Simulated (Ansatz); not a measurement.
# ZnSe (Fm-3m): the volume at zero pressure

Where does the pressure of ZnSe (Fm-3m) vanish?

Program: Ansatz 0.2.0. Level of theory: DFT PBE, scalar-relativistic, plane waves, PAW. These are calculated values, not measurements.

## Step 1: The starting structure

It takes space group Fm-3m (No. 225, cubic). Conventional cell: a = 5.431 Å, b = 5.431 Å, c = 5.431 Å, α = 90.00°, β = 90.00°, γ = 90.00°. Se (site symmetry m-3m) has 6 Zn at 2.72 Å as nearest neighbours. Around Zn (site symmetry m-3m) lie 6 Se at 2.72 Å.

As a file:

```
Se Zn
1.0
     0.00000    2.71559    2.71559
     2.71559    0.00000    2.71559
     2.71559    2.71559    0.00000
Se Zn
1 1
Direct
  0.00000 0.00000 0.00000
  0.50000 0.50000 0.50000
```

## Step 2: First run, at the start cell

input.yaml

```yaml
crystal:
  lattice:
    - [0.0, 2.71558512, 2.71558512]
    - [2.71558512, 0.0, 2.71558512]
    - [2.71558512, 2.71558512, 0.0]
  atoms:
    - { symbol: Se, position: [0.0, 0.0, 0.0] }
    - { symbol: Zn, position: [0.5, 0.5, 0.5] }
basis:
  ecutwfc: 420
  ecutrho_ratio: 4
kpoints:
  mp_grid: { grid: [12, 12, 12] }
hamiltonian:
  xc: pbe
scf:
  occupations: { method: gaussian, width: 0.05 }
output:
  forces: true
  stress: true
  eigenvalues: true
```

Launch:

```bash
$ ansatz run input.yaml --threads 1 --pin off --max-ram 2560MiB --backend cpu --events-out ev --progress --plain --runs-dir out
```

The program printed, cut to the lines that bear on the results:

```text
Warning: RAYON_NUM_THREADS=1 ignored (pool sized by the plan → 1); use --threads N
[...]
Pseudopotentials: kind: paw
Pseudopotential: Se, paw, valence charge 16, recommended cutoff 420 eV (normal), Se.paw.azcp
Pseudopotential: Zn, paw, valence charge 12, recommended cutoff 420 eV (normal), Zn.paw.azcp
Functional definition: PBE
[...]
Crystal: 2 atoms, lattice volume = 40.052 Å³
Basis set: ecut = 420 eV, 749 PW (Γ), exchange–correlation on 54×54×54 points (8 copies of the dense FFT grid, shifted against one another)
Bands: 18, of which v1, the nominal top of the filled ones, is band 14 counted from 1 (13 counted from 0)
Symmetry: 48 space group operations
Space group: Fm-3m (ITA 225), of the structure as read, at distance tolerance 3.4e-5 Å
k-points: 72 of 1728
[...]
SCF iter   1: F=—  HF=-8788.909182 eV  |F-HF|=—  |Δ(HF+E_count)|=         —  Δρ=1.24e-3  dr2=3.29e-4  ethr=1.77e-3  ⟨swp⟩=5.8  Hψ=6242  notcnv=0
[...]
SCF iter   7: F=-8788.909471 eV  HF=-8788.909471 eV  |F-HF|=1.25e-8  |Δ(HF+E_count)|=   1.06e-7  Δρ=8.29e-6  dr2=1.41e-8  ethr=3.57e-10  ⟨swp⟩=5.5  Hψ=5801  notcnv=0
[...]
SCF converged after 7 iterations
Free energy (F): -8788.909471 eV
[...]
E sigma→0 (E₀):  -8788.908833 eV
Entropy (-TS):   -0.001276 eV (-0.638 meV/atom)
Fermi energy:    8.629311 eV
[...]
--- Forces (eV/Å), atoms counted from 1 ---
  atom   1  Se     0.00000000    -0.00000000     0.00000000
  atom   2  Zn     0.00000000    -0.00000000     0.00000000
[...]
--- Stress (GPa, compression-positive) ---
       -2.270199      -0.000000       0.000000
        0.000000      -2.270199       0.000000
       -0.000000      -0.000000      -2.270199
  P = ⅓ Tr σ = -2.2702 GPa (-22.702 kbar)
--- Band table (eV; the first three rows and the last of 72) ---
  k-point 0: bands = ["-38.3306", "-38.3306", "-38.3279", "-38.3279", "-38.3279", "-4.8946", "2.1297", "2.1297", "2.1475", "2.1475", "2.1475", "8.2168", "8.2168", "8.2168", "9.1467", "17.2414", "17.2414", "17.2414"]
[...]
```

Wall time 3.2 s (1 thread of Intel Xeon at 2.70GHz, shared host); peak memory 0.37 GiB.

This gives: volume 20.026 Å³/atom, pressure -2.27 GPa, no gap.

## Step 3: Next volume, run 2

Changes to input.yaml since step 2:

```diff
@@ -2,5 +2,5 @@
   lattice:
-    - [0.0, 2.71558512, 2.71558512]
-    - [2.71558512, 0.0, 2.71558512]
-    - [2.71558512, 2.71558512, 0.0]
+    - [0.0, 2.7018156019, 2.7018156019]
+    - [2.7018156019, 0.0, 2.7018156019]
+    - [2.7018156019, 2.7018156019, 0.0]
   atoms:
```

Launch:

```bash
$ ansatz run input.yaml --threads 1 --pin off --max-ram 2560MiB --backend cpu --events-out ev --progress --plain --runs-dir out
```

The program printed, cut to the lines that bear on the results:

```text
Warning: RAYON_NUM_THREADS=1 ignored (pool sized by the plan → 1); use --threads N
[...]
[... 4 set-up lines as earlier in the session ...]
[...]
Crystal: 2 atoms, lattice volume = 39.445 Å³
Basis set: ecut = 420 eV, 749 PW (Γ), exchange–correlation on 54×54×54 points (8 copies of the dense FFT grid, shifted against one another)
Bands: 18, of which v1, the nominal top of the filled ones, is band 14 counted from 1 (13 counted from 0)
[... 2 set-up lines as earlier in the session ...]
k-points: 72 of 1728
[...]
SCF iter   1: F=—  HF=-8788.916060 eV  |F-HF|=—  |Δ(HF+E_count)|=         —  Δρ=1.22e-3  dr2=3.25e-4  ethr=1.77e-3  ⟨swp⟩=5.8  Hψ=6281  notcnv=0
[...]
SCF iter   7: F=-8788.916307 eV  HF=-8788.916307 eV  |F-HF|=9.77e-9  |Δ(HF+E_count)|=   7.42e-8  Δρ=7.92e-6  dr2=1.42e-8  ethr=3.57e-10  ⟨swp⟩=5.5  Hψ=5600  notcnv=0
[...]
SCF converged after 7 iterations
Free energy (F): -8788.916307 eV
[...]
E sigma→0 (E₀):  -8788.915672 eV
Entropy (-TS):   -0.001270 eV (-0.635 meV/atom)
Fermi energy:    8.861022 eV
[...]
--- Forces (eV/Å), atoms counted from 1 ---
  atom   1  Se     0.00000000     0.00000000    -0.00000000
  atom   2  Zn     0.00000000     0.00000000     0.00000000
[...]
--- Stress (GPa, compression-positive) ---
       -1.327498       0.000000       0.000000
       -0.000000      -1.327498      -0.000000
        0.000000      -0.000000      -1.327498
  P = ⅓ Tr σ = -1.3275 GPa (-13.275 kbar)
--- Band table (eV; the first three rows and the last of 72) ---
  k-point 0: bands = ["-38.1247", "-38.1247", "-38.1217", "-38.1217", "-38.1217", "-4.7680", "2.3309", "2.3309", "2.3490", "2.3490", "2.3490", "8.4331", "8.4331", "8.4331", "9.4617", "17.4751", "17.4751", "17.4751"]
[...]
```

Wall time 2.9 s (1 thread of Intel Xeon at 2.70GHz, shared host); peak memory 0.37 GiB.

Result: volume 19.723 Å³/atom, pressure -1.33 GPa, metallic.

## Step 4: A new volume, run 3

Changes to input.yaml since step 3:

```diff
@@ -2,5 +2,5 @@
   lattice:
-    - [0.0, 2.7018156019, 2.7018156019]
-    - [2.7018156019, 0.0, 2.7018156019]
-    - [2.7018156019, 2.7018156019, 0.0]
+    - [0.0, 2.6840045912, 2.6840045912]
+    - [2.6840045912, 0.0, 2.6840045912]
+    - [2.6840045912, 2.6840045912, 0.0]
   atoms:
```

Launch:

```bash
$ ansatz run input.yaml --threads 1 --pin off --max-ram 2560MiB --backend cpu --events-out ev --progress --plain --runs-dir out
```

The program printed, cut to the lines that bear on the results:

```text
Warning: RAYON_NUM_THREADS=1 ignored (pool sized by the plan → 1); use --threads N
[...]
[... 4 set-up lines as earlier in the session ...]
[...]
Crystal: 2 atoms, lattice volume = 38.670 Å³
Basis set: ecut = 420 eV, 749 PW (Γ), exchange–correlation on 54×54×54 points (8 copies of the dense FFT grid, shifted against one another)
Bands: 18, of which v1, the nominal top of the filled ones, is band 14 counted from 1 (13 counted from 0)
[... 2 set-up lines as earlier in the session ...]
k-points: 72 of 1728
[...]
SCF iter   1: F=—  HF=-8788.919224 eV  |F-HF|=—  |Δ(HF+E_count)|=         —  Δρ=1.19e-3  dr2=3.17e-4  ethr=1.77e-3  ⟨swp⟩=5.7  Hψ=6217  notcnv=0
[...]
SCF iter   7: F=-8788.919556 eV  HF=-8788.919556 eV  |F-HF|=6.80e-9  |Δ(HF+E_count)|=   8.42e-8  Δρ=7.94e-6  dr2=1.44e-8  ethr=3.57e-10  ⟨swp⟩=4.7  Hψ=5137  notcnv=0
[...]
SCF converged after 7 iterations
Free energy (F): -8788.919556 eV
[...]
E sigma→0 (E₀):  -8788.918924 eV
Entropy (-TS):   -0.001265 eV (-0.632 meV/atom)
Fermi energy:    9.168246 eV
[...]
--- Forces (eV/Å), atoms counted from 1 ---
  atom   1  Se     0.00000000    -0.00000000    -0.00000000
  atom   2  Zn     0.00000000    -0.00000000    -0.00000000
[...]
--- Stress (GPa, compression-positive) ---
        0.006500       0.000000      -0.000000
        0.000000       0.006500       0.000000
       -0.000000       0.000000       0.006500
  P = ⅓ Tr σ = 0.0065 GPa (0.065 kbar)
--- Band table (eV; the first three rows and the last of 72) ---
  k-point 0: bands = ["-37.8525", "-37.8525", "-37.8493", "-37.8493", "-37.8493", "-4.6016", "2.5959", "2.5959", "2.6144", "2.6144", "2.6144", "8.7196", "8.7196", "8.7196", "9.8808", "17.7843", "17.7843", "17.7843"]
[...]
```

Run time: 2.9 s. Hardware: 1 thread of Intel Xeon at 2.70GHz, shared host; peak memory 0.37 GiB.

In short: volume 19.335 Å³/atom, pressure 0.01 GPa, metallic.

## Step 5: The runs together

```tsv
run	functional	volume (Å³/atom)	pressure (GPa)	energy from the first of its functional (meV/atom)	k mesh
1	PBE	20.026	-2.27	0.0	12×12×12
2	PBE	19.723	-1.33	-3.4	12×12×12
3	PBE	19.335	0.01	-5.0	12×12×12
```

## Step 6: Outcome

| quantity | value |
| --- | --- |
| volume | 19.335 Å³/atom |
| pressure | 0.01 GPa |
| conventional cell | a = 5.368 Å, b = 5.368 Å, c = 5.368 Å, α = 90.00°, β = 90.00°, γ = 90.00° |
| gap on the mesh | none (metal) |

What this shows: The volume went from 20.03 to 19.34 Å³/atom (-3.4 %), where 0.01 GPa is left.
